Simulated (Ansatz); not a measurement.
We consider L1₀ (CuAu-type) CoPt, described by r²SCAN+rVV10 (Ansatz, an electronic-structure program, PAW).

Settings: plane-wave cutoff 560 eV, 20×20×16 k mesh (along the axes of the cell as run), Fermi–Dirac smearing 0.05 eV, spin-polarised with parallel moments, scalar-relativistic PAW data made under PBE.

Cell (relaxed at this level):

```
CELL_PARAMETERS angstrom
      2.66654     0.00000     0.00000
      0.00000     2.66654     0.00000
      0.00000     0.00000     3.71348
ATOMIC_POSITIONS crystal
  Co 0.00000 0.00000 0.00000
  Pt 0.50000 0.50000 0.50000
```
Starting moments (μB, in the order of the record's atoms Co Pt): 2.0 0.0.

Task: What does this level give for the bulk modulus, magnetic moment (largest site, within a sphere) and pressure derivative B′ of the bulk modulus?

Result: 
- bulk modulus: 238 GPa
- magnetic moment (largest site, within a sphere): 2.19 μB
- pressure derivative B′ of the bulk modulus: 5.0

The run finds no gap.

Note: the bulk modulus comes from volumes at which shape and atoms were relaxed.

Moments are spin moments.

Spin–orbit coupling is not included.
